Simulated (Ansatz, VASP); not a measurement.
# Si in two plane-wave programs

Aim: how closely do two programs agree when they are given the same cell, functional and k mesh? The cell is taken from a series of runs on this material, whose earlier steps may have relaxed or scaled it; both programs get it as it stands.

Main program and level: Ansatz 0.2.0; plane waves, with VASP 6.6.1 beside it; single point at LDA.

### Step 1. The starting structure

Symmetry: Fd-3m, No. 227, cubic system. Conventional cell: a = 5.404 Å, b = 5.404 Å, c = 5.404 Å, α = 90.00°, β = 90.00°, γ = 90.00°. Si has 4 Si at 2.34 Å nearest.

### Step 2. VASP: single point, LDA

With cell and atoms fixed, the geometry can't cause a difference; cores, projectors, grids and the points listed under the comparison can.

Lines of VASP's logs that name or quote its potential files are left out, and so is its time.

INCAR

```
SYSTEM = Si
PREC = Accurate
ENCUT = 400
EDIFF = 1E-06
NELM = 100
ISMEAR = 0
SIGMA = 0.03
LREAL = .FALSE.
ALGO = Normal
GGA = PW92
NBANDS = 18
LORBIT = 11
LWAVE = .FALSE.
LCHARG = .FALSE.
KPAR = 2
ISIF = 2
```

POSCAR

```
Si
1.0
    3.8208999700      0.0000000000      0.0000000000
   -1.9104499800      3.3089964400      0.0000000000
    0.0000000000      0.0000000000      9.3592552900
Si
6
Direct
    0.0000000000      0.0000000000      0.5000000000
    0.6666666700      0.3333333300      0.8333333300
    0.3333333300      0.6666666700      0.1666666700
    0.0000000000      0.0000000000      0.7500000000
    0.6666666700      0.3333333300      0.0833333300
    0.3333333300      0.6666666700      0.4166666700
```

KPOINTS

```
Automatic mesh
0
Gamma
6 6 4
0 0 0
```

The projector-augmented-wave data sets are Si (LDA family, release 64).

Run with:

```sh
> mpirun -np 2 vasp_std
```

Numbers of over 12 decimals in the logs are rounded to 6 here.

The log of the run:

```text
[banner, memory and clock lines left out]
running    2 mpi-ranks, on    1 nodes
 distrk:  each k-point on    1 cores,    2 groups
 distr:  one band on    1 cores,    1 groups

 POSCAR found type information on POSCAR Si
 POSCAR found :  1 types and       6 ions
|                                                                             |
|               ----> ADVICE to this user running VASP <----                  |
|                                                                             |
|     You enforced a specific xc type in the INCAR file but a different       |
|     [... a line on the potential file left out ...]
|     I HOPE YOU KNOW WHAT YOU ARE DOING!                                     |
|                                                                             |

 LDA part: xc-table for (Slater(with rela. corr.)+PW92), standard interpolation
 POSCAR, INCAR and KPOINTS ok, starting setup
 FFT: planning ... GRIDC
 FFT: planning ... GRID_SOFT
 FFT: planning ... GRID
 WAVECAR not read
 entering main loop
       N       E                     dE             d eps       ncg     rms          rms(c)
DAV:   1     0.410083905177E+02    0.41008E+02   -0.81518E+03   864   0.890E+02
DAV:   2    -0.334521730770E+02   -0.74461E+02   -0.71933E+02  1128   0.143E+02
DAV:   3    -0.364915452014E+02   -0.30394E+01   -0.30084E+01  1154   0.288E+01
DAV:   4    -0.365255453351E+02   -0.34000E-01   -0.33974E-01  1204   0.377E+00
DAV:   5    -0.365261645054E+02   -0.61917E-03   -0.61908E-03  1142   0.458E-01    0.883E+00
DAV:   6    -0.359593390106E+02    0.56683E+00   -0.30751E-01   994   0.241E+00    0.532E+00
DAV:   7    -0.357045551219E+02    0.25478E+00   -0.60841E-01   970   0.342E+00    0.373E-01
DAV:   8    -0.357037551966E+02    0.79993E-03   -0.36909E-02  1006   0.103E+00    0.103E-01
DAV:   9    -0.357036415591E+02    0.11364E-03   -0.94256E-04  1170   0.166E-01    0.940E-02
DAV:  10    -0.357036884192E+02   -0.46860E-04   -0.66908E-05  1064   0.480E-02    0.115E-01
DAV:  11    -0.357036841980E+02    0.42212E-05   -0.13318E-05  1028   0.190E-02    0.167E-03
DAV:  12    -0.357036842232E+02   -0.25253E-07   -0.21099E-07   656   0.271E-03
   1 F= -.35703684E+02 E0= -.35703684E+02  d E =-.816138E-16
```

OUTCAR, selected parts (step 2):

```text
ion  position               nearest neighbor table
   1  0.000  0.000  0.500-   6 2.34   6 2.34   4 2.34   6 2.34
   2  0.667  0.333  0.833-   4 2.34   4 2.34   5 2.34   4 2.34
   3  0.333  0.667  0.167-   5 2.34   6 2.34   5 2.34   5 2.34
   4  0.000  0.000  0.750-   2 2.34   2 2.34   1 2.34   2 2.34
   5  0.667  0.333  0.083-   3 2.34   2 2.34   3 2.34   3 2.34
   6  0.333  0.667  0.417-   1 2.34   1 2.34   3 2.34   1 2.34

  LATTYP: Found a hexagonal cell.
 ALAT       =     3.8208999700
 C/A-ratio  =     2.4494897442

 Subroutine GETGRP returns: Found 12 space group operations
 (whereof  6 operations were pure point group operations)

The static configuration has the point symmetry C_3v.
 The point group associated with its full space group is D_3d.

 Found     24 irreducible k-points:

   k-points           NKPTS =     24   k-points in BZ     NKDIM =     24   number of bands    NBANDS=     18

   dimension x,y,z NGX =    28 NGY =   28 NGZ =   64
   dimension x,y,z NGXF=    56 NGYF=   56 NGZF=  128

   ENCUT  =  400.0 eV  29.40 Ry    5.42 a.u.   6.23  6.23 15.26*2*pi/ulx,y,z

   NELECT =      24.0000    total number of electrons

 k-points in reciprocal lattice and weights: Automatic mesh
   0.00000000  0.00000000  0.00000000       0.007
   0.16666667  0.00000000  0.00000000       0.042
   0.33333333  0.00000000  0.00000000       0.042
   0.50000000  0.00000000  0.00000000       0.021
   0.16666667  0.16666667  0.00000000       0.042
   0.33333333  0.16666667  0.00000000       0.083
   0.33333333  0.33333333  0.00000000       0.014
   0.00000000  0.00000000  0.25000000       0.014
   0.16666667  0.00000000  0.25000000       0.042
[...]
0.33333333  0.16666667  0.50000000       0.083
   0.33333333  0.33333333  0.50000000       0.014

 average (electrostatic) potential at core
       1 -84.7242       2 -84.7242       3 -84.7242       4 -84.7242       5 -84.7242
       6 -84.7242

 E-fermi :   6.0956

 k-point     1 :       0.0000    0.0000    0.0000
  band No.  band energies     occupation
    ...
      8       4.9241      2.00000
      9       4.9241      2.00000
     10       5.9333      2.00000
     11       5.9340      2.00000
     12       5.9340      2.00000
     13       7.6428      0.00000
     14       7.6428      0.00000
     15       8.4633      0.00000
     16       8.4646      0.00000
     17       8.4646      0.00000
    ...

 k-point     2 :       0.1667    0.0000    0.0000
  band No.  band energies     occupation
    ...
      8       3.8578      2.00000
      9       4.0902      2.00000
     10       4.8677      2.00000
     11       5.2567      2.00000
     12       5.4911      2.00000
     13       7.8560      0.00000
     14       8.3999      0.00000
     15       8.5508      0.00000
     16       8.8536      0.00000
     17       9.4032      0.00000
    ...

 k-point     3 :       0.3333    0.0000    0.0000
  band No.  band energies     occupation
    ...
      8       2.7260      2.00000
      9       3.3222      2.00000
     10       4.3373      2.00000
     11       4.3902      2.00000
     12       4.4554      2.00000
     13       6.7832      0.00000
     14       7.8644      0.00000
     15       8.0329      0.00000
     16       8.1949      0.00000
     17       9.4089      0.00000
    ...

  Total        0.0315382      0.0315382     -0.1825949      0.0000000      0.0000000      0.0000000
  in kB        0.4270163      0.4270163     -2.4722697      0.0000000      0.0000000      0.0000000
  external PRESSURE =      -0.5394124 kB  Pullay stress =       0.0000000 kB

  energy-cutoff  :      400.00
  volume of cell :      118.33
      direct lattice vectors                 reciprocal lattice vectors
     3.820899970  0.000000000  0.000000000     0.261718445  0.151103214  0.000000000
    -1.910449980  3.308996440  0.000000000     0.000000000  0.302206430  0.000000000
     0.000000000  0.000000000  9.359255290     0.000000000  0.000000000  0.106846108

 POSITION                                       TOTAL-FORCE (eV/Angst)
 -----------------------------------------------------------------------------------
      0.00000      0.00000      4.67963        -0.000000     -0.000000     -0.007146
      1.91045      1.10300      7.79938        -0.000000      0.000000     -0.007146
     -0.00000      2.20600      1.55988        -0.000000      0.000000     -0.007146
      0.00000      0.00000      7.01944         0.000000     -0.000000      0.007146
      1.91045      1.10300      0.77994         0.000000      0.000000      0.007146
     -0.00000      2.20600      3.89969         0.000000     -0.000000      0.007146
 -----------------------------------------------------------------------------------
    total drift:                               -0.000000     -0.000000      0.000003

  FREE ENERGIE OF THE ION-ELECTRON SYSTEM (eV)
  ---------------------------------------------------
  free  energy   TOTEN  =       -35.7036842232 eV

  energy  without entropy=      -35.7036842232  energy(sigma->0) =      -35.70368422

 total charge
# of ion       s       p       d       tot
------------------------------------------
    1        0.758   0.959   0.000   1.716
    2        0.758   0.959   0.000   1.716
    3        0.758   0.959   0.000   1.716
    4        0.758   0.959   0.000   1.716
    5        0.758   0.959   0.000   1.716
    6        0.758   0.959   0.000   1.716
--------------------------------------------------
tot          4.545   5.752   0.000  10.297

[... 3 further parts left out ...]
```

The run ends at a pressure of -0.05 GPa, with forces up to 0.0071 eV/Å.

### Step 3. Ansatz: single point, LDA

Ansatz runs on its default PAW (the set named soft_2) files.

The same cell, functional (in two slightly different forms), mesh and smearing now go to Ansatz, which takes its cutoff from its data sets.

input.yaml

```yaml
crystal:
  lattice:
    - [3.82089997, 0.0, 0.0]
    - [-1.91044998, 3.30899644, 0.0]
    - [0.0, 0.0, 9.35925529]
  atoms:
    - { symbol: Si, position: [0.0, 0.0, 0.5] }
    - { symbol: Si, position: [0.66666667, 0.33333333, 0.83333333] }
    - { symbol: Si, position: [0.33333333, 0.66666667, 0.16666667] }
    - { symbol: Si, position: [0.0, 0.0, 0.75] }
    - { symbol: Si, position: [0.66666667, 0.33333333, 0.08333333] }
    - { symbol: Si, position: [0.33333333, 0.66666667, 0.41666667] }
hamiltonian:
  xc: lda
  pseudopotentials: { kind: paw }
kpoints:
  mp_grid: { grid: [6, 6, 4] }
scf:
  occupations: { method: gaussian, width: 0.03 }
  n_extra_bands: 5
output:
  forces: true
  stress: true
  eigenvalues: true
```

Run with:

```sh
> ansatz run input.yaml --threads 4 --pin off --max-ram 9216MiB --backend cpu --events-out ev --progress --plain --runs-dir out
```

The log of the run:

```text
scf.n_extra_bands = 5 over 12 filled bands (N_el = 24.0): the run solves 17 bands
Engine: ansatz 0.2.0, aarch64-unknown-linux-gnu
Pseudopotentials: kind: paw
Pseudopotential: Si, paw, valence charge 4, recommended cutoff 420 eV (normal), Si.paw.azcp
Functional definition: SPW92
  exchange = slater_x
  correlation = pw_c
Crystal: 6 atoms, lattice volume = 118.332 Å³
Basis set: ecut = 420 eV, 2287 PW (Γ)
Bands: 17, of which v1, the nominal top of the filled ones, is band 12 counted from 1 (11 counted from 0)
Symmetry: 36 space group operations
Space group: Fd-3m (ITA 227), of the structure as read, at distance tolerance 4.9e-5 Å
k-points: 24 of 144
Non-local potential: Si, projectors of the file, l = 0: 2, l = 1: 2, l = 2: 2
PAW form: soft (Blöchl's): semilocal exchange-correlation on the pseudo side does not see the compensation charge
PAW frozen core: Si, regenerated for the run's functional, and the local potential with it (the file was generated under x = pbe(κ = 0.804, μ = 0.219515), c = pbe(β = 0.066725))
PAW one-centre angular grid: Si, 110 points (default); XC on 64 Gauss nodes
Initial density: superposition of atomic densities (neutral atoms: chi_scale 0, normalization atom), corrected by the library's trained network
Initial wavefunctions: pseudopotential atomic-orbital guess
Functional: x = slater, c = lda
SCF iter   1: F=—  HF=-3651.853733 eV  |F-HF|=—  |Δ(HF+E_count)|=         —  Δρ=4.09e-3  dr2=1.19e-2  ethr=1.77e-3  ⟨swp⟩=6.7  Hψ=2570  notcnv=0
preconditioner: auto → Resta (q_TF=auto, 2.091 Å⁻¹)  ε∞=5.7  [insulator: Δε(μ)=0.588 eV  Ē_g=7.681 eV  σ=0.030 eV  W_gap=1.00  n_scr=24 (ndim 8)  ℏωp=16.7 eV  f_vac=0.000  D(μ)=0.00/eV (n_scr^D=0)  ε∞_Penn≈5.7]
SCF iter   2: F=—  HF=-3651.852036 eV  |F-HF|=—  |Δ(HF+E_count)|=   1.70e-3  Δρ=2.30e-3  dr2=3.87e-3  ethr=4.94e-5  ⟨swp⟩=1.6  Hψ=665  notcnv=0  defer=2
SCF iter   3: F=—  HF=-3651.851095 eV  |F-HF|=—  |Δ(HF+E_count)|=   9.41e-4  Δρ=1.17e-4  dr2=1.79e-5  ethr=1.61e-5  ⟨swp⟩=2.0  Hψ=673  notcnv=0  defer=2
SCF iter   4: F=—  HF=-3651.851099 eV  |F-HF|=—  |Δ(HF+E_count)|=   4.66e-6  Δρ=2.44e-5  dr2=6.74e-7  ethr=7.46e-8  ⟨swp⟩=2.0  Hψ=673  notcnv=0  defer=2
iter 5 did not close the SCF: its close was put off for the readings that it lacked (scf_convergence_deferred on its scf_iter line)
SCF iter   5: F=-3651.851100 eV  HF=-3651.851099 eV  |F-HF|=2.74e-8  |Δ(HF+E_count)|=   2.49e-7  Δρ=7.67e-6  dr2=5.64e-8  ethr=2.81e-9  ⟨swp⟩=1.4  Hψ=431  notcnv=0  defer=2
SCF iter   6: F=-3651.851100 eV  HF=-3651.851100 eV  |F-HF|=1.18e-11  |Δ(HF+E_count)|=   2.97e-8  Δρ=3.72e-7  dr2=9.47e-11  ethr=2.35e-10  ⟨swp⟩=6.3  Hψ=1825  notcnv=0
SCF 1 converged in 6 iterations: F = -3651.851100 eV  dr2 = 9.47e-11
  greatest PAW one-centre occupation: 0.640 electrons in one spin orbital (limit 2), on the Si atom at site 5 (counted from 0), in its partial waves of l = 0
SCF converged after 6 iterations
Free energy (F): -3651.851100 eV
Harris-Foulkes:  -3651.851100 eV  (|F-HF|=1.18e-11)
Internal energy: -3651.851100 eV  (E = F + TS)
E sigma→0 (E₀):  -3651.851100 eV
Fermi energy:    6.500416 eV
--- Per-component energies (eV) ---
  E_band       = 26.334166
  E_kinetic    = 244.470928
  E_local      = -168.036525  (includes V_loc(G=0)·N_el)
  E_nonlocal   = 162.729119
  E_hartree    = 44.180072
  E_xc         = -329.541770
  E_vxc        = -283.683313  (∫ρ·V_xc dr)
  E_paw        = -2917.121114  (= ΣΔE_a)
  E_vpaw       = -17.506168  (= ΣTr[D̂ρ^β])
  E_aug_tail   = 0.000033  (compensation charges beyond the density's cutoff)
  E_ewald      = -689.037827
  E_core_change = 0.505984  (= ΣΔE_core)
  E_smearing   = -0.000000  (= −TS)
  E_closure    = 0.000000  (closes the sum)
  Σ components = -3651.851100   (vs F -3651.851100, Δ=0.00e0)
--- Forces (eV/Å), atoms counted from 1 ---
  atom   1  Si     0.00000000    -0.00000000    -0.00727163
  atom   2  Si     0.00000000    -0.00000000    -0.00727163
  atom   3  Si     0.00000000    -0.00000000    -0.00727163
  atom   4  Si     0.00000000     0.00000000     0.00727163
  atom   5  Si    -0.00000000     0.00000000     0.00727163
  atom   6  Si     0.00000000     0.00000000     0.00727163
  max |Σ_I F_I| component: 8.64e-17 eV/Å
--- Stress (GPa, compression-positive) ---
        0.050251      -0.000000       0.000000
        0.000000       0.050251      -0.000000
        0.000000      -0.000000      -0.239631
  P = ⅓ Tr σ = -0.0464 GPa (-0.464 kbar)
--- Band table (eV; the first three rows and the last of 24) ---
  k-point 0: bands = [... 8 lower, 5.2032, 6.2131, 6.2136, 6.2136, 7.9118, 7.9118, 8.7431, 8.7445, ... 1 higher]
  k-point 1: bands = [... 8 lower, 5.4447, 5.4447, 6.0671, 6.0671, 7.7414, 8.1824, 8.7823, 8.9591, ... 1 higher]
  k-point 2: bands = [... 8 lower, 5.7564, 5.7564, 5.7564, 5.7564, 7.6837, 8.5136, 8.5136, 9.3986, ... 1 higher]
  k-point 23: bands = [... 8 lower, 2.1190, 3.3927, 3.3927, 3.3927, 9.4783, 9.4783, 9.4783, 9.7191, ... 1 higher]
```

The run ends at a pressure of -0.05 GPa, with forces up to 0.0073 eV/Å.

### Step 4. Comparison

Known differences besides the PAW data sets themselves: the cutoff is 420 eV in Ansatz and 400 eV in VASP; Ansatz makes its cores anew for this functional, VASP keeps those of its LDA data sets. Total energies have different zeros and are not compared.

Compared:

| quantity | Ansatz | VASP | difference |
| --- | --- | --- | --- |
| pressure (GPa) | -0.05 | -0.05 | +0.01 |
| gap on the k mesh (eV) | 0.574 | 0.575 | 0.000 |

Ansatz's pressure holds a Pulay correction of 0.05 GPa; VASP's holds none.

### Step 5. Further runs

How far does this hang on the set-up? Further runs change one program's set-up at a time, as the table lists.

| run | difference in gap on the k mesh (eV) |
| --- | --- |
| as above | -1.9e-4 |
| VASP with the data sets Si_GW, a cutoff of 520 eV and GGA = CA, the Perdew-Zunger form of LDA | -0.0019 |

### Step 6. Results

| Item | Value |
| --- | --- |
| difference in gap on the k mesh (single point, LDA) | -1.9e-4 eV |

In words: The difference in gap on the k mesh is -1.9e-4 eV (single point, LDA), within the 0.08 eV picked in this series as the mark of a large difference. For single point, LDA: no further run halves the difference in gap on the k mesh (one raises it to -0.0019 eV). How closely two codes agree says nothing of how well the functional describes the real material.

[Lines on the potential files, build, host, timing and source positions are cut from VASP's logs without a mark.]

[Logs are printed without paths, hosts, clocks, repeated set-up lines and the standing remarks that a program may print on its own settings, such as how far it seeks lower states.]

[Hosts, paths, dates, database ids (printed as entryN), source tags and the programs' standing remarks are cut or masked in the printed files.]
